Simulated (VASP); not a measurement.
Write the native input for VASP 6.6.1 that does the following.

| Property | Result |
| --- | --- |
| Task | G0W0 low-scaling quasiparticle levels |
| Functional | PBE |
| Potentials or basis | VASP PAW PBE potentials, release 64 (I_GW, Cu_GW) |
| Cutoff | 500 eV |
| k mesh | 3 × 3 × 3 |
| Occupations | gaussian, width 0.01 eV |
| Spin | no spin polarisation |
| Cutoff of the response function | 150 |
| Frequency points | 12 |
| Empty bands | 114 |
| GW scheme | G0W0 low-scaling |
| GW iterations | 1 |
| Further INCAR settings | ALGO = EVGW0R; EDIFF = 1e-08; NBANDS = 123 |

CuI:

```
I Cu
1.0
     0.00000    2.86209    2.86209
     2.86209    0.00000    2.86209
     2.86209    2.86209    0.00000
I Cu
1 1
Direct
  0.50000 0.50000 0.50000
  0.00000 0.00000 0.00000
```

Measurements of this composition are mostly on another form, of space group No. 216.

The input as run:

POSCAR

```
CuI
1.0
    0.0000000000      2.8620890000      2.8620890000
    2.8620890000      0.0000000000      2.8620890000
    2.8620890000      2.8620890000      0.0000000000
I Cu
1 1
Direct
    0.5000000000      0.5000000000      0.5000000000
    0.0000000000      0.0000000000      0.0000000000
```

INCAR.step1

```
PREC = Accurate
ENCUT = 500
EDIFF = 1E-8
ISMEAR = 0
SIGMA = 0.01
LREAL = F
LASPH = T
NELM = 100
ALGO = Normal
LWAVE = T
LCHARG = F
GGA = PE
```

INCAR.step2

```
PREC = Accurate
ENCUT = 500
EDIFF = 1E-8
ISMEAR = 0
SIGMA = 0.01
LREAL = F
LASPH = T
NELM = 1
ALGO = Exact
LWAVE = T
LCHARG = F
GGA = PE
NBANDS = 123
LOPTICS = T
ISTART = 1
```

INCAR.step3

```
PREC = Accurate
ENCUT = 500
EDIFF = 1E-8
ISMEAR = 0
SIGMA = 0.01
LREAL = F
LASPH = T
ALGO = EVGW0R
LWAVE = F
LCHARG = F
GGA = PE
NELMGW = 1
NBANDS = 123
ENCUTGW = 150
NOMEGA = 12
PRECFOCK = Fast
ISTART = 1
NBANDSGW = 17
```

KPOINTS

```
regular mesh
0
Gamma
  3 3 3
```

Potentials or basis: VASP PAW PBE potentials, release 64 (I_GW, Cu_GW).

Run with:

```sh
$ cat potpaw_PBE.64/I_GW/POTCAR potpaw_PBE.64/Cu_GW/POTCAR > POTCAR
$ cp INCAR.step1 INCAR
$ mpirun -np 1 vasp_std > vasp.out
$ cp INCAR.step2 INCAR
$ mpirun -np 1 vasp_std > vasp.out
$ cp INCAR.step3 INCAR
$ mpirun -np 1 vasp_std > vasp.out
```

It gave:

```yaml
Band_gap_on_the_k_mesh_mean-field_level: 0.95 eV, indirect (least direct gap 2.01 eV)
Quasiparticle_gap: 1.51 eV
Least_direct_quasiparticle_gap: 2.41 eV
RPA_correlation_energy: -10.397 eV/atom
RPA_correlation_energy_per_cell: -20.794 eV
```

Caveat: the k mesh is coarse (spacing up to 0.63 Å⁻¹), so the values aren't converged; bands, screening cutoff and mesh are small and nothing is extrapolated, so the quasiparticle values aren't converged; spin-orbit coupling is left out, which moves the levels of the heavy elements; an odd mesh through Γ misses points on the zone boundary, where band edges often lie.

Run time: 51 min on 1 thread of Intel(R) Xeon(R) Platinum 8259CL CPU @ 2.50GHz (Skylake/Cascade Lake), on a shared host, peak memory 7.7 GiB.
